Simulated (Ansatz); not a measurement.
**Nudged elastic band run: Zn₈O₇**

Input file:

```yaml
crystal:
  lattice:
    - [-3.22, -5.577204, 0.0]
    - [4.83, -2.788602, 0.0]
    - [0.0, 0.0, 5.2]
  atoms:
    - { symbol: Zn, position: [0.50030908, 0.3735989, -0.01156153] }
    - { symbol: Zn, position: [0.50028714, 0.66661514, 0.55295136] }
    - { symbol: O, position: [0.50032409, 0.34888118, 0.37348856] }
    - { symbol: Zn, position: [0.27403337, 0.82030357, -0.00836927] }
    - { symbol: Zn, position: [0.25475825, 0.1663376, 0.49417817] }
    - { symbol: O, position: [0.25953571, 0.82787277, 0.37705379] }
    - { symbol: O, position: [0.25956203, 0.16535974, 0.87996814] }
    - { symbol: Zn, position: [0.00025416, 0.32847889, -0.00579495] }
    - { symbol: Zn, position: [0.00025374, 0.66859239, 0.49506048] }
    - { symbol: O, position: [0.00031687, 0.3306911, 0.37749732] }
    - { symbol: O, position: [0.0002535, 0.67232227, 0.8812069] }
    - { symbol: Zn, position: [0.72629395, 0.82016238, -0.00846544] }
    - { symbol: Zn, position: [0.74589597, 0.1662961, 0.49416743] }
    - { symbol: O, position: [0.74099236, 0.82785691, 0.37697006] }
    - { symbol: O, position: [0.74099528, 0.16528068, 0.87995307] }
basis:
  ecutwfc: 420.0
kpoints:
  mp_grid: { grid: [2, 3, 3] }
hamiltonian:
  xc: pbesol
  pseudopotentials: { kind: paw, azcp: { folder: soft_1 } }
scf:
  occupations: { method: fermi_dirac, width: 0.05 }
  lower_state_search: "off"
neb:
  images: 5
  f_tol: 0.05
  initial_path: idpp
  max_iterations: 43
  spring: { min: 2.0, max: 10.0 }
  final_atoms:
    - { symbol: Zn, position: [0.49550777, 0.33459511, -0.00725816] }
    - { symbol: Zn, position: [0.47592031, 0.6809995, 0.48994897] }
    - { symbol: O, position: [0.49068359, 0.33575959, 0.3784448] }
    - { symbol: Zn, position: [0.24999998, 0.83433058, 0.05099959] }
    - { symbol: Zn, position: [0.25, 0.12753478, 0.48692555] }
    - { symbol: O, position: [0.49076558, 0.67301748, 0.87539324] }
    - { symbol: O, position: [0.25, 0.1521642, 0.87187964] }
    - { symbol: Zn, position: [0.00449221, 0.33459513, -0.00725816] }
    - { symbol: Zn, position: [0.02407965, 0.68099952, 0.48994897] }
    - { symbol: O, position: [0.00931639, 0.3357596, 0.3784448] }
    - { symbol: O, position: [0.00923439, 0.6730175, 0.87539324] }
    - { symbol: Zn, position: [0.74999998, 0.83229304, -0.00642456] }
    - { symbol: Zn, position: [0.75, 0.172603, 0.49279593] }
    - { symbol: O, position: [0.74999998, 0.82877543, 0.37979799] }
    - { symbol: O, position: [0.75, 0.17022167, 0.87596817] }
  order_check: true
```

Run as:

```bash
$ ansatz run input.yaml --threads 2 --pin off --max-ram 5120MiB --backend cpu --events-out ev --progress --plain --runs-dir out
```

Output, in part (warnings, iteration lines):

```
NEB end point (image 0): max|allowed force component| = 1.105e-2 eV/Å (the criterion of neb.relax_end_points is 1.000e-2)
NEB iter   1: max|band force component| = 5.099e0 eV/Å  barrier→ = 3.6506 eV  barrier← = 3.6506 eV  Δτ_max = 0.1642 Å  (81 SCF iters)
NEB iter   2: max|band force component| = 2.809e0 eV/Å  barrier→ = 2.6675 eV  barrier← = 2.6675 eV  Δτ_max = 0.2000 Å  (49 SCF iters)
NEB iter   3: max|band force component| = 1.322e0 eV/Å  barrier→ = 2.1959 eV  barrier← = 2.1959 eV  Δτ_max = 0.2000 Å  (49 SCF iters)
NEB iter   4: max|band force component| = 1.151e0 eV/Å  barrier→ = 2.0376 eV  barrier← = 2.0376 eV  Δτ_max = 0.2000 Å  (46 SCF iters)
NEB iter   5: max|band force component| = 9.642e-1 eV/Å  barrier→ = 1.9933 eV  barrier← = 1.9933 eV  Δτ_max = 0.1969 Å  (46 SCF iters)
NEB iter   6: max|band force component| = 7.822e-1 eV/Å  barrier→ = 1.9825 eV  barrier← = 1.9824 eV  CI = image 4  Δτ_max = 0.1648 Å  (45 SCF iters)
NEB iter   7: max|band force component| = 3.294e-1 eV/Å  barrier→ = 2.0510 eV  barrier← = 2.0510 eV  CI = image 4  Δτ_max = 0.0518 Å  (47 SCF iters)
NEB iter   8: max|band force component| = 2.328e-1 eV/Å  barrier→ = 2.0259 eV  barrier← = 2.0259 eV  CI = image 4  Δτ_max = 0.1598 Å  (41 SCF iters)
NEB iter   9: max|band force component| = 2.638e-1 eV/Å  barrier→ = 1.9623 eV  barrier← = 1.9623 eV  CI = image 4  Δτ_max = 0.0799 Å  (43 SCF iters)
NEB iter  10: max|band force component| = 1.548e-1 eV/Å  barrier→ = 1.9355 eV  barrier← = 1.9355 eV  CI = image 4  Δτ_max = 0.0803 Å  (41 SCF iters)
NEB iter  11: max|band force component| = 1.693e-1 eV/Å  barrier→ = 1.9148 eV  barrier← = 1.9148 eV  CI = image 4  Δτ_max = 0.0730 Å  (41 SCF iters)
NEB iter  12: max|band force component| = 9.383e-2 eV/Å  barrier→ = 1.8923 eV  barrier← = 1.8923 eV  CI = image 4  Δτ_max = 0.0731 Å  (42 SCF iters)
NEB iter  13: max|band force component| = 1.128e-1 eV/Å  barrier→ = 1.8824 eV  barrier← = 1.8824 eV  CI = image 4  Δτ_max = 0.0372 Å  (41 SCF iters)
NEB iter  14: max|band force component| = 9.883e-2 eV/Å  barrier→ = 1.8752 eV  barrier← = 1.8752 eV  CI = image 4  Δτ_max = 0.0372 Å  (38 SCF iters)
NEB iter  15: max|band force component| = 8.671e-2 eV/Å  barrier→ = 1.8696 eV  barrier← = 1.8696 eV  CI = image 4  Δτ_max = 0.0547 Å  (37 SCF iters)
NEB iter  16: max|band force component| = 3.694e-2 eV/Å  barrier→ = 1.8647 eV  barrier← = 1.8647 eV  CI = image 4  Δτ_max = 0.0000 Å  (404 SCF iters)
```

The forces met the threshold. Neighbouring images differ by up to 1.3 eV, so the band resolves the path poorly. By the program's own check the climbing image is a first-order saddle point (lowest curvatures found: -1.67 and 0.80 eV/Å²). Limits of this set-up: PAW files made for another functional, no spin, though dangling bonds at a vacancy may carry it, a small cell, in which the defect meets its images.

Final band (atoms are numbered from 1 in the order of the input):

```tsv
image	path coordinate (Å)	energy (eV)	Zn5–O6 (Å)	O6–Zn9 (Å)	Zn1–O6 (Å)
0	0.00	0.00	1.98	1.99	3.59
1	1.14	0.56	1.95	1.94	3.94
2	2.01	0.89	1.95	2.19	3.70
3	2.57	1.63	1.95	2.83	3.53
4	3.07	1.86	2.07	3.30	3.29
5	3.91	1.30	2.77	3.47	2.81
6	5.01	0.00	3.59	3.61	1.98
```

The run took 21 min on 2 threads of Arm Neoverse V2 (shared host), peak memory 1.1 GiB.
